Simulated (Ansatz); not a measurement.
All numbers below come from Ansatz, DFT, revPBE, plane waves (420 eV) with PAW, scalar-relativistic. The PAW files were generated under PBE, with cores re-solved for the functional.

An element in the bcc structure gives this curve. The cell is scaled uniformly from the relaxed one, with fractional coordinates and shape fixed. Energies are extrapolated to zero smearing, pressures are those at the given smearing. Magnetic state: spin not included.

```json
{"V (Å³/atom)": "12.943", "E − E₀ (meV/atom)": "181.2", "P (GPa)": "38.69"}
{"V (Å³/atom)": "13.531", "E − E₀ (meV/atom)": "71.9", "P (GPa)": "22.51"}
{"V (Å³/atom)": "14.119", "E − E₀ (meV/atom)": "15.4", "P (GPa)": "9.85"}
{"V (Å³/atom)": "14.707", "E − E₀ (meV/atom)": "0.0", "P (GPa)": "-0.05"}
{"V (Å³/atom)": "15.296", "E − E₀ (meV/atom)": "16.9", "P (GPa)": "-7.76"}
{"V (Å³/atom)": "15.884", "E − E₀ (meV/atom)": "58.7", "P (GPa)": "-13.74"}
{"V (Å³/atom)": "16.472", "E − E₀ (meV/atom)": "120.0", "P (GPa)": "-18.35"}
```

Which element is it?
A. vanadium
B. tungsten
C. rhodium
D. platinum

C. Its fit is V₀ = 14.67 Å³/atom, B₀ = 220 GPa, B₀′ = 5.2.
